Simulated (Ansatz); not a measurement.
The system is Gd.

```
Gd
1.0
     3.63600    0.00000    0.00000
    -1.81800    3.14887    0.00000
     0.00000    0.00000    5.78260
Gd
2
Direct
  0.66667 0.33333 0.75000
  0.33333 0.66667 0.25000
```

| Quantity | Value |
| --- | --- |
| Program | Ansatz 0.2.0 |
| Task | relaxation of cell and atoms |
| Functional | PBEsol |
| Dispersion | D4 |
| Potentials or basis | Ansatz PAW |
| Cutoff | 420 eV (not typed: the program's choice for these potentials) |
| k mesh | 8 × 8 × 5 |
| Occupations | fermi-dirac, width 0.05 eV |
| Spin | collinear spin, ferromagnetic start |
| Starting moments | [7.0, 7.0] μB |

At the start: volume 33.10 Å³/atom.

Problem. How do energy, volume and symmetry change on relaxing?

Solution. It ends after 5 steps and the volume is 30.62 Å³/atom (-7.5 %); space group P6_3/mmc (No. 194, to 0.05 Å); moment 15.13 μB per cell.

Step by step:
```csv
step,energy change (eV),largest force (eV/Å),volume (Å³)
1,0.0000,0.0000,66.21
2,-0.0417,0.0000,61.97
3,-0.0430,0.0000,61.20
4,-0.0430,0.0000,61.25
5,-0.0421,0.0000,61.25
```

Final structure:
```
Gd
1.0
     3.53420    0.00000    0.00000
    -1.76710    3.06071    0.00000
     0.00000    0.00000    5.66202
Gd
2
Direct
  0.66667 0.33333 0.75000
  0.33333 0.66667 0.25000
```

Caveat: the plane-wave basis is chosen anew once the cell has moved, so the energies of steps on either side of that aren't comparable; the PAW data sets come from PBE, with cores solved anew for the run's functional, which leaves a small shift of forces and pressure.
